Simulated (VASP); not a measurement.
A run of VASP 6.6.1:

INCAR

```
PREC     = Accurate       # precision mode
ENCUT    = 500            # plane-wave cutoff, eV
EDIFF    = 1E-7           # SCF threshold, eV
ISMEAR   = 0              # smearing method
SIGMA    = 0.02           # smearing width, eV
LREAL    = F              # projectors in reciprocal space
LASPH    = T              # aspherical terms in the spheres
NELM     = 60             # most SCF steps
ALGO     = Fast           # electronic algorithm
ISIF     = 2              # what is computed and relaxed
LWAVE    = F              # write WAVECAR
LCHARG   = T              # write CHGCAR
GGA      = RP             # functional
LELF     = T              # ELF
LVHAR    = T            
NBANDS   = 8              # bands
```

Contents of KPOINTS:

```
regular mesh
0
Gamma
  9 9 9
```

Contents of POSCAR:

```
Pb
1.0
    0.0000000000      2.4750200000      2.4750200000
    2.4750200000      0.0000000000      2.4750200000
    2.4750200000      2.4750200000      0.0000000000
Pb
1
Cartesian
    0.0000000000      0.0000000000      0.0000000000
```

Potentials or basis: VASP PAW PBE potentials, release 64 (Pb).

Command:

```bash
$ cat potpaw_PBE.64/Pb/POTCAR > POTCAR
$ mpirun -np 1 vasp_std > vasp.out
```

Hardware: 1 thread of Intel(R) Xeon(R) Platinum 8488C (Sapphire Rapids), on a shared host.

Q: How long does it take, and how much memory?

A: Wall time 17 s on 1 thread of Intel(R) Xeon(R) Platinum 8488C (Sapphire Rapids), on a shared host, peak memory 0.16 GiB. Counts: scf iterations 14, k points 35.
